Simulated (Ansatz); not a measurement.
Wanted: the native input for an Ansatz 0.2.0 run.

| Item | Value |
| --- | --- |
| Task | single point |
| Functional | PBE |
| Potentials or basis | all-electron LAPW, scalar-relativistic |
| Cutoff | 188 eV (chosen from the basis error) |
| Basis error allowed | 0.001 eV/atom |
| k mesh | 8 × 8 × 8 |
| Occupations | fermi-dirac, width 0.05 eV |
| Spin | no spin polarisation |

Sb:

```xyz
1
Lattice="3.1831 -0.0092 -0.0793 -0.0092 3.1372 -0.0565 -0.0793 -0.0565 3.1629" Properties=species:S:1:pos:R:3 pbc="T T T"
Sb    0.0128    0.0108   -0.0692
```

The cell isn't the ideal one: cell strained at random at fixed volume.

The input as run:

input.yaml

```yaml
crystal:
  lattice:
    - [3.183066, -0.009157, -0.079267]
    - [-0.009157, 3.137208, -0.056534]
    - [-0.079267, -0.056534, 3.16292]
  atoms:
    - { symbol: Sb, position: [0.003503, 0.003065, -0.021741] }
kpoints:
  mp_grid: { grid: [8, 8, 8] }
scf:
  occupations: { method: fermi_dirac, width: 0.05 }
hamiltonian:
  xc: pbe
  pseudopotentials: { kind: all_electron, lapw: { basis_error: 0.001 } }
output:
  forces: true
  stress: true
  eigenvalues: true
  populations: true
```

Potentials or basis: all-electron LAPW, scalar-relativistic.

Run with:

```sh
$ ansatz run input.yaml --threads 1 --pin off --max-ram 2560MiB --backend cpu --events-out ev --progress --plain --runs-dir out
```

Results of the run:

* Pressure: -2.3 GPa
* Band gap on the k mesh: none (metal or under the smearing width)

Run time: 22 s on 1 thread of Intel(R) Xeon(R) Platinum 8259CL CPU @ 2.50GHz (Skylake/Cascade Lake) (shared host), peak memory 0.48 GiB.
